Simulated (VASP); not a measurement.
Crystal: CdF2.

```
Cd F
1.0
     0.00000    2.69400    2.69400
     2.69400    0.00000    2.69400
     2.69400    2.69400    0.00000
Cd F
1 2
Direct
  0.00000 0.00000 0.00000
  0.75000 0.75000 0.75000
  0.25000 0.25000 0.25000
```

Base run:

| Property | Result |
| --- | --- |
| Program | VASP 6.6.1 |
| Functional | PBE0 |
| Potentials or basis | VASP PAW PBE potentials, release 64 (Cd, F) |
| Cutoff | 520 eV |
| k mesh | 6 × 6 × 6 |
| Occupations | gaussian, width 0.02 eV |
| Spin | no spin polarisation |

Its results: band gap on the k mesh 5.93 eV, indirect (least direct gap 6.49 eV); pressure 2.4 GPa.

Question: After a change of settings the same cell gave: band gap on the k mesh 4.91 eV, indirect (least direct gap 5.47 eV); pressure 2.8 GPa. Which change was it?
A. functional from PBE0 to r2SCAN-EpsX
B. functional from PBE0 to HSE03
C. functional from PBE0 to HSE06

Answer: B.

Caveats: the PAW data sets were made with another functional, which shifts forces and pressure a little.

Not every run made on this cell is shown here.
